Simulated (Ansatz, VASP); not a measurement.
**One calculation of Pb3O, two programs**

```xyz
4
Lattice="-3.0168 3.0168 3.0168 3.0168 -3.0168 3.0168 3.0168 3.0168 -3.0168" Properties=species:S:1:pos:R:3 pbc="T T T"
Pb    3.0168    0.0000    0.0000
Pb    0.0000    3.0168    0.0000
Pb    0.0000    0.0000    3.0168
O     0.0000    0.0000    0.0000
```

Alike in both runs: functional PBE; k mesh 4 × 4 × 4; occupations gaussian, width 0.1 eV; no spin polarisation.

Ansatz relaxed the structure, and its values are those at the end. VASP's run is a single point on that final structure, the one shown.

|  | VASP | Ansatz |
| --- | --- | --- |
| version | VASP 6.6.1 | Ansatz 0.2.0 |
| potentials or method | VASP PAW PBE potentials, release 64 (Pb_d, O) | scalar-relativistic, plane waves, PAW |
| plane-wave cutoff (eV) | 520 | 420 |
| valence electrons in the cell | 48 | 48 |

```tsv
	VASP	Ansatz	Ansatz less VASP
gap on the k mesh at the Fermi level (eV)	none	none	-
pressure (GPa)	-0.1	0.0	+0.07
```

A gap of «none» marks a metal or a gap that the smearing closes.

Caveats: the k mesh is coarse (spacing up to 0.37 Å⁻¹), so the values aren't converged. Spin-orbit coupling is left out, which matters for the levels of Pb.
